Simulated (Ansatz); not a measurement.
# BN: an energy map of one atom

Aim: for BN, map the energy of atom 1 (B) over a plane.

Method: DFT r2SCAN, scalar-relativistic, plane waves, PAW, in Ansatz 0.2.0.

## 1. The starting structure

Symmetry: F-43m, No. 216, cubic system. The conventional cell has a = 3.626 Å, b = 3.626 Å, c = 3.626 Å, α = 90.00°, β = 90.00°, γ = 90.00°. B (site symmetry -43m) has 4 N at 1.57 Å as nearest neighbours. N (site symmetry -43m) is surrounded by 4 B at 1.57 Å.

Coordinates:

```
CELL_PARAMETERS angstrom
0.00000 1.81300 1.81300
1.81300 0.00000 1.81300
1.81300 1.81300 0.00000
ATOMIC_POSITIONS crystal
B 0.00000 0.00000 0.00000
N 0.75000 0.75000 0.75000
```

The structure comes from the Materials Project (structure only).

## 2. Probe: one point at the start

input.yaml reads:

```yaml
crystal:
  lattice:
    - [0.0, 1.813001, 1.813001]
    - [1.813001, 0.0, 1.813001]
    - [1.813001, 1.813001, 0.0]
  atoms:
    - { symbol: B, position: [0.0, 0.0, 0.0] }
    - { symbol: "N", position: [0.75, 0.75, 0.75] }
basis:
  ecutwfc: 500
kpoints:
  mp_grid: { grid: [8, 8, 8] }
hamiltonian:
  xc: r2scan
scf:
  occupations: { method: gaussian, width: 0.1 }
output:
  forces: true
  stress: true
  eigenvalues: true
```

The program printed (excerpt; [...] marks lines left out):

```text
[...]
SCF converged after 6 iterations
Free energy (F): -544.003774 eV
[...]
E sigma→0 (E₀):  -544.003774 eV
Fermi energy:    13.355713 eV
[...]
--- Forces (eV/Å), atoms counted from 1 ---
  atom   1  B     -0.00000000     0.00000000    -0.00000000
  atom   2  N      0.00000000     0.00000000    -0.00000000
[...]
--- Stress (GPa, compression-positive) ---
       -5.156866      -0.000000      -0.000000
        0.000000      -5.156866       0.000000
       -0.000000       0.000000      -5.156866
  P = ⅓ Tr σ = -5.1569 GPa (-51.569 kbar)
--- Band table (eV; the first three rows and the last of 29) ---
  k-point 0: bands = ["-10.3201", "10.8632", "10.8632", "10.8632", "20.3823", "20.3823", "20.3823", "21.7259"]
[...]
```

Wall time 0.97 s (1 thread of an Arm CPU, shared host); peak memory 0.27 GiB.

The cell is taken as given, not relaxed at this level.

## 3. The reference: the undisturbed cell on the scan's mesh

input.yaml, as its differences from that of step 2:

```diff
@@ -11,3 +11,3 @@
 kpoints:
-  mp_grid: { grid: [8, 8, 8] }
+  mp_grid: { grid: [12, 12, 12] }
 hamiltonian:
@@ -15,3 +15,3 @@
 scf:
-  occupations: { method: gaussian, width: 0.1 }
+  occupations: { method: gaussian, width: 0.05 }
 output:
```

The program printed (excerpt; [...] marks lines left out):

```text
Warning: RAYON_NUM_THREADS=1 ignored (pool sized by the plan → 1); use --threads N
[...]
Pseudopotentials: kind: paw
Pseudopotential: B, paw, valence charge 3, recommended cutoff 500 eV (meta_gga), B.paw.azcp
Pseudopotential: N, paw, valence charge 5, recommended cutoff 500 eV (meta_gga), N.paw.azcp
Functional definition: r2SCAN
[...]
Crystal: 2 atoms, lattice volume = 11.919 Å³
Basis set: ecut = 500 eV, 307 PW (Γ), exchange–correlation on 80×80×80 points (64 copies of the dense FFT grid, shifted against one another)
Bands: 8, of which v1, the nominal top of the filled ones, is band 4 counted from 1 (3 counted from 0)
Symmetry: 24 space group operations
Space group: F-43m (ITA 216), of the structure as read, at distance tolerance 2.3e-5 Å
k-points: 72 of 1728 (time reversal used)
[...]
SCF iter   1: F=—  HF=-543.913573 eV  |F-HF|=—  |Δ(HF+E_count)|=         —  Δρ=1.18e-2  dr2=1.27e-2  dr2_τ=3.17e-1  ethr=1.77e-3  ⟨swp⟩=4.5  Hψ=3788  notcnv=0
[...]
SCF iter   6: F=-544.004022 eV  HF=-544.004022 eV  |F-HF|=3.03e-9  |Δ(HF+E_count)|=   1.68e-8  Δρ=1.17e-5  dr2=1.20e-8  dr2_τ=2.91e-10  ethr=1.25e-9  ⟨swp⟩=5.0  Hψ=2880  notcnv=0
[...]
SCF converged after 6 iterations
Free energy (F): -544.004022 eV
[...]
E sigma→0 (E₀):  -544.004022 eV
Fermi energy:    13.355564 eV
[...]
--- Forces (eV/Å), atoms counted from 1 ---
  atom   1  B     -0.00000000     0.00000000    -0.00000000
  atom   2  N      0.00000000     0.00000000    -0.00000000
[...]
--- Stress (GPa, compression-positive) ---
       -5.157706      -0.000000      -0.000000
       -0.000000      -5.157706       0.000000
       -0.000000       0.000000      -5.157706
  P = ⅓ Tr σ = -5.1577 GPa (-51.577 kbar)
--- Band table (eV; the first three rows and the last of 72) ---
  k-point 0: bands = ["-10.3202", "10.8630", "10.8630", "10.8630", "20.3822", "20.3822", "20.3822", "21.7257"]
[...]
```

Wall time 1.6 s (1 thread of an Arm CPU, shared host); peak memory 0.29 GiB.

The reference gives a free energy of -544.0040 eV, pressure -5.16 GPa, largest force 0.000 eV/Å and gap on the mesh 4.99 eV.

## 4. Setting up an energy map of one atom

Atom 1 (B) is moved by p along (0.000, 1.000, 0.000) and q along (0.000, 0.000, 1.000) (Å), all else fixed; its images in the other cells move with it. Points alike by symmetry are run once.

## 5. p = -0.300, q = -0.300

input.yaml, as its differences from that of step 3:

```diff
@@ -6,3 +6,3 @@
   atoms:
-    - { symbol: B, position: [0.0, 0.0, 0.0] }
+    - { symbol: B, position: [-0.1654715028, 0.0, 0.0] }
     - { symbol: "N", position: [0.75, 0.75, 0.75] }
```

The program printed (excerpt; [...] marks lines left out):

```text
Warning: RAYON_NUM_THREADS=1 ignored (pool sized by the plan → 1); use --threads N
[...]
[... 4 set-up lines as earlier in the session ...]
[...]
Crystal: 2 atoms, lattice volume = 11.919 Å³
Basis set: ecut = 500 eV, 307 PW (Γ), exchange–correlation on 80×80×80 points (64 copies of the dense FFT grid, shifted against one another)
Bands: 8, of which v1, the nominal top of the filled ones, is band 4 counted from 1 (3 counted from 0)
Symmetry: 2 space group operations
Space group: Cm (ITA 8), of the structure as read, at distance tolerance 2.3e-5 Å
k-points: 476 of 1728 (time reversal used)
[...]
SCF iter   1: F=—  HF=-541.824541 eV  |F-HF|=—  |Δ(HF+E_count)|=         —  Δρ=1.62e-2  dr2=2.33e-2  dr2_τ=4.26e-1  ethr=1.77e-3  ⟨swp⟩=4.9  Hψ=25468  notcnv=0
[...]
SCF iter   6: F=-541.894342 eV  HF=-541.894342 eV  |F-HF|=2.82e-9  |Δ(HF+E_count)|=   9.23e-8  Δρ=1.02e-5  dr2=3.68e-9  dr2_τ=6.66e-10  ethr=1.25e-9  ⟨swp⟩=5.1  Hψ=19072  notcnv=0
[...]
SCF converged after 6 iterations
Free energy (F): -541.894342 eV
[...]
E sigma→0 (E₀):  -541.894342 eV
Fermi energy:    12.717482 eV
[...]
--- Forces (eV/Å), atoms counted from 1 ---
  atom   1  B      8.48018551     7.06104350     7.06104350
  atom   2  N     -8.48016428    -7.06105969    -7.06105969
[...]
--- Stress (GPa, compression-positive) ---
       69.637054      13.866009      13.866009
       13.866085      39.825512      47.737327
       13.866085      47.737327      39.825512
  P = ⅓ Tr σ = 49.7627 GPa (497.627 kbar)
--- Band table (eV; the first three rows and the last of 476) ---
  k-point 0: bands = ["-10.4558", "6.6505", "11.4400", "11.8863", "19.1617", "20.5748", "21.5068", "25.8561"]
[...]
```

Run time: 8 s. Hardware: 1 thread of an Arm CPU, shared host; peak memory 0.39 GiB.

## 6. p = -0.300, q = 0.000

input.yaml, as its differences from that of step 5:

```diff
@@ -6,3 +6,3 @@
   atoms:
-    - { symbol: B, position: [-0.1654715028, 0.0, 0.0] }
+    - { symbol: B, position: [-0.0827357514, 0.0827357514, -0.0827357514] }
     - { symbol: "N", position: [0.75, 0.75, 0.75] }
```

The program printed (excerpt; [...] marks lines left out):

```text
Warning: RAYON_NUM_THREADS=1 ignored (pool sized by the plan → 1); use --threads N
[...]
[... 4 set-up lines as earlier in the session ...]
[...]
Crystal: 2 atoms, lattice volume = 11.919 Å³
Basis set: ecut = 500 eV, 307 PW (Γ), exchange–correlation on 80×80×80 points (64 copies of the dense FFT grid, shifted against one another)
Bands: 8, of which v1, the nominal top of the filled ones, is band 4 counted from 1 (3 counted from 0)
Symmetry: 4 space group operations
Space group: Imm2 (ITA 44), of the structure as read, at distance tolerance 2.3e-5 Å
k-points: 280 of 1728 (time reversal used)
[...]
SCF iter   1: F=—  HF=-542.958258 eV  |F-HF|=—  |Δ(HF+E_count)|=         —  Δρ=1.38e-2  dr2=1.78e-2  dr2_τ=3.53e-1  ethr=1.77e-3  ⟨swp⟩=4.6  Hψ=14828  notcnv=0
[...]
SCF iter   6: F=-543.039819 eV  HF=-543.039819 eV  |F-HF|=1.04e-9  |Δ(HF+E_count)|=   5.96e-8  Δρ=6.85e-6  dr2=1.84e-9  dr2_τ=5.67e-10  ethr=1.25e-9  ⟨swp⟩=5.0  Hψ=11215  notcnv=0
[...]
SCF converged after 6 iterations
Free energy (F): -543.039819 eV
[...]
E sigma→0 (E₀):  -543.039819 eV
Fermi energy:    13.546258 eV
[...]
--- Forces (eV/Å), atoms counted from 1 ---
  atom   1  B     -0.00000000     5.77835349     0.00000000
  atom   2  N      0.00000000    -5.77833304     0.00000000
[...]
--- Stress (GPa, compression-positive) ---
       22.061342       0.000000       1.937170
        0.000000      13.107244       0.000000
        1.937170       0.000000      22.061342
  P = ⅓ Tr σ = 19.0766 GPa (190.766 kbar)
--- Band table (eV; the first three rows and the last of 280) ---
  k-point 0: bands = ["-10.3804", "7.5292", "11.5437", "12.2073", "19.3078", "20.1613", "21.9462", "23.7544"]
[...]
```

Wall time 4.8 s (1 thread of an Arm CPU, shared host); peak memory 0.35 GiB.

## 7. At p = -0.300, q = -0.150

input.yaml, as its differences from that of step 6:

```diff
@@ -6,3 +6,3 @@
   atoms:
-    - { symbol: B, position: [-0.0827357514, 0.0827357514, -0.0827357514] }
+    - { symbol: B, position: [-0.1241036271, 0.0413678757, -0.0413678757] }
     - { symbol: "N", position: [0.75, 0.75, 0.75] }
```

The program printed (excerpt; [...] marks lines left out):

```text
Warning: RAYON_NUM_THREADS=1 ignored (pool sized by the plan → 1); use --threads N
[...]
[... 4 set-up lines as earlier in the session ...]
[...]
Crystal: 2 atoms, lattice volume = 11.919 Å³
Basis set: ecut = 500 eV, 307 PW (Γ), exchange–correlation on 80×80×80 points (64 copies of the dense FFT grid, shifted against one another)
Bands: 8, of which v1, the nominal top of the filled ones, is band 4 counted from 1 (3 counted from 0)
Symmetry: 1 space group operations
Space group: P1 (ITA 1), of the structure as read, at distance tolerance 2.3e-5 Å
k-points: 868 of 1728 (time reversal used)
[...]
SCF iter   1: F=—  HF=-542.659096 eV  |F-HF|=—  |Δ(HF+E_count)|=         —  Δρ=1.43e-2  dr2=1.89e-2  dr2_τ=3.71e-1  ethr=1.77e-3  ⟨swp⟩=4.7  Hψ=46077  notcnv=0
[...]
SCF iter   6: F=-542.737300 eV  HF=-542.737300 eV  |F-HF|=1.45e-9  |Δ(HF+E_count)|=   7.59e-8  Δρ=7.93e-6  dr2=2.31e-9  dr2_τ=5.40e-10  ethr=1.25e-9  ⟨swp⟩=5.0  Hψ=34732  notcnv=0
[...]
SCF converged after 6 iterations
Free energy (F): -542.737300 eV
[...]
E sigma→0 (E₀):  -542.737300 eV
Fermi energy:    13.295285 eV
[...]
--- Forces (eV/Å), atoms counted from 1 ---
  atom   1  B      4.18277262     6.07996841     3.96214083
  atom   2  N     -4.18274750    -6.07995008    -3.96212730
[...]
--- Stress (GPa, compression-positive) ---
       34.148759       4.443726       5.291550
        4.443343      20.122027      25.505633
        5.291645      25.506036      27.184757
  P = ⅓ Tr σ = 27.1518 GPa (271.518 kbar)
--- Band table (eV; the first three rows and the last of 868) ---
  k-point 0: bands = ["-10.4035", "7.3182", "11.4335", "12.1637", "19.3260", "20.4759", "21.3738", "24.4859"]
[...]
```

Wall time 14 s (1 thread of an Arm CPU, shared host); peak memory 0.47 GiB.

## 8. p = -0.150, q = 0.000

input.yaml, as its differences from that of step 7:

```diff
@@ -6,3 +6,3 @@
   atoms:
-    - { symbol: B, position: [-0.1241036271, 0.0413678757, -0.0413678757] }
+    - { symbol: B, position: [-0.0413678757, 0.0413678757, -0.0413678757] }
     - { symbol: "N", position: [0.75, 0.75, 0.75] }
```

The program printed (excerpt; [...] marks lines left out):

```text
[...]
SCF converged after 6 iterations
Free energy (F): -543.744422 eV
[...]
E sigma→0 (E₀):  -543.744422 eV
Fermi energy:    13.746424 eV
[...]
--- Forces (eV/Å), atoms counted from 1 ---
  atom   1  B     -0.00000000     3.37764006     0.00000000
  atom   2  N      0.00000000    -3.37761597    -0.00000000
[...]
--- Stress (GPa, compression-positive) ---
        2.015750       0.000000       0.550427
       -0.000000      -0.304567       0.000000
        0.550427       0.000000       2.015750
  P = ⅓ Tr σ = 1.2423 GPa (12.423 kbar)
--- Band table (eV; the first three rows and the last of 280) ---
  k-point 0: bands = ["-10.3383", "9.2828", "11.0564", "11.9243", "19.7598", "20.0146", "21.8112", "21.8299"]
[...]
```

Wall time 4.8 s (1 thread of an Arm CPU, shared host); peak memory 0.35 GiB.

## 9. Point p = -0.150, q = -0.150

input.yaml, as its differences from that of step 8:

```diff
@@ -6,3 +6,3 @@
   atoms:
-    - { symbol: B, position: [-0.0413678757, 0.0413678757, -0.0413678757] }
+    - { symbol: B, position: [-0.0827357514, 0.0, 0.0] }
     - { symbol: "N", position: [0.75, 0.75, 0.75] }
```

The program printed (excerpt; [...] marks lines left out):

```text
Warning: RAYON_NUM_THREADS=1 ignored (pool sized by the plan → 1); use --threads N
[...]
[... 4 set-up lines as earlier in the session ...]
[...]
Crystal: 2 atoms, lattice volume = 11.919 Å³
Basis set: ecut = 500 eV, 307 PW (Γ), exchange–correlation on 80×80×80 points (64 copies of the dense FFT grid, shifted against one another)
Bands: 8, of which v1, the nominal top of the filled ones, is band 4 counted from 1 (3 counted from 0)
[... 2 set-up lines as earlier in the session ...]
k-points: 476 of 1728 (time reversal used)
[...]
SCF iter   1: F=—  HF=-543.389369 eV  |F-HF|=—  |Δ(HF+E_count)|=         —  Δρ=1.25e-2  dr2=1.46e-2  dr2_τ=3.37e-1  ethr=1.77e-3  ⟨swp⟩=4.6  Hψ=25157  notcnv=0
[...]
SCF iter   6: F=-543.474597 eV  HF=-543.474597 eV  |F-HF|=1.35e-9  |Δ(HF+E_count)|=   3.61e-8  Δρ=7.08e-6  dr2=1.86e-9  dr2_τ=4.03e-10  ethr=1.25e-9  ⟨swp⟩=5.0  Hψ=19043  notcnv=0
[...]
SCF converged after 6 iterations
Free energy (F): -543.474597 eV
[...]
E sigma→0 (E₀):  -543.474597 eV
Fermi energy:    13.696488 eV
[...]
--- Forces (eV/Å), atoms counted from 1 ---
  atom   1  B      2.11257688     3.51654794     3.51654794
  atom   2  N     -2.11257157    -3.51653680    -3.51653680
[...]
--- Stress (GPa, compression-positive) ---
       10.390457       1.684372       1.684372
        1.684284       6.917565      13.668765
        1.684284      13.668765       6.917565
  P = ⅓ Tr σ = 8.0752 GPa (80.752 kbar)
--- Band table (eV; the first three rows and the last of 476) ---
  k-point 0: bands = ["-10.3581", "8.6829", "11.0619", "12.1636", "19.8071", "19.9794", "21.2632", "22.9149"]
[...]
```

It took 7.8 s on 1 thread of an Arm CPU, shared host; peak memory 0.39 GiB.

## 10. All points together

Energy above the undisturbed cell in eV/cell; points alike by symmetry are filled in, and a dash was not computed:

```csv
p \ q,-0.300,-0.150,0.000,0.150,0.300
-0.300,2.110,1.267,0.964,1.267,2.110
-0.150,1.267,0.529,0.260,0.529,1.267
0.000,0.964,0.260,0.000,0.260,0.964
0.150,1.267,0.529,0.260,0.529,1.267
0.300,2.110,1.267,0.964,1.267,2.110
```

Pressure in GPa:

```
 p \ q  -0.300  -0.150  0.000  0.150  0.300
-0.300    49.8    27.2   19.1   27.2   49.8
-0.150    27.2     8.1    1.2    8.1   27.2
 0.000    19.1     1.2   -5.2    1.2   19.1
 0.150    27.2     8.1    1.2    8.1   27.2
 0.300    49.8    27.2   19.1   27.2   49.8
```

Gap on the mesh in eV:

| p \ q | -0.300 | -0.150 | 0.000 | 0.150 | 0.300 |
| --- | --- | --- | --- | --- | --- |
| -0.300 | 1.52 | 2.21 | 2.60 | 2.21 | 1.52 |
| -0.150 | 2.21 | 3.07 | 3.64 | 3.07 | 2.21 |
| 0.000 | 2.60 | 3.64 | 4.99 | 3.64 | 2.60 |
| 0.150 | 2.21 | 3.07 | 3.64 | 3.07 | 2.21 |
| 0.300 | 1.52 | 2.21 | 2.60 | 2.21 | 1.52 |

## 11. Results

```
                         quantity                                       value
                    highest point  2.110 eV/cell at (p, q) = (-0.300, -0.300)
lowest point away from the origin            0.260 eV/cell at (-0.150, 0.000)
```

In words: No computed point lies below the origin. Read as harmonic, the points at ±0.150 Å give force constants of 23.08 eV/Å² along p and 23.08 eV/Å² along q, so the site is nearly isotropic in this plane. The gap on the mesh runs from 1.52 to 4.99 eV over the map.

The gaps are Kohn-Sham values of a semilocal functional, not quasiparticle or optical gaps. Such gaps usually fall short of the measured ones.
